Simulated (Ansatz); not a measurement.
Clean, relaxed (111) surface of HfN, space group Fm-3m (No. 225) (top face towards +c; atoms held fixed, by place in the list: 1, 2, 3):

```
CELL_PARAMETERS angstrom
3.18308 0.00000 0.00000
-1.59154 2.75663 0.00000
0.00000 0.00000 23.49743
ATOMIC_POSITIONS crystal
N 0.33333 0.66667 0.36174
Hf 0.66667 0.33333 0.41705
N 0.00000 0.00000 0.47235
Hf 0.33333 0.66667 0.52956
N 0.66667 0.33333 0.58295
Hf 0.00000 0.00000 0.63746
```

Theory: DFT PBEsol, scalar-relativistic, plane waves, PAW in Ansatz. Settings: cutoff 420 eV, Γ-centred mesh 9×9×1 on the computed 6-atom cell, Gaussian smearing of 0.10 eV; no spin polarisation. A dipole correction removes the field between periodic images along c.

E_ads counts from the clean slab and the free adsorbate (spin-polarised where it has unpaired electrons); negative means bound. With the adsorbate the cell is lengthened along c to keep the vacuum.

Task: B (atom) is put at the hollow (Hf-Hf-Hf) at (0.33, 0.67) site, one adsorbate per 8.8 Å². What structure does it relax to?

Result: E_ads = -5.06 eV. Contacts: B–Hf 2.40 Å.

```xyz
7
Lattice="3.1831 0.0000 0.0000 -1.5915 2.7566 0.0000 0.0000 0.0000 25.4974" Properties=species:S:1:pos:R:3 pbc="T T T"
N     0.0000    1.8378    8.5000
Hf    1.5915    0.9189    9.7995
N     0.0000    0.0000   11.0990
Hf    0.0000    1.8378   12.4146
N     1.5915    0.9189   13.6871
Hf    0.0000    0.0000   15.0167
B     0.0000    1.8378   16.5549
```

Each end is the local minimum or symmetric point that its start leads to. This ideal cut is polar: the work functions of its two faces differ by 3.8 eV. Real polar faces reconstruct or get covered, and then bind electron donors or acceptors far more weakly. The slab is only 6.5 Å thick, so the energies aren't converged with thickness.

For at least one of the starts the bottom face's work function also shifts by over 0.1 eV: the slab is too thin to screen the adsorbate, so the work functions aren't converged with thickness.

Spin polarisation was left out, and a magnetic state may lie lower.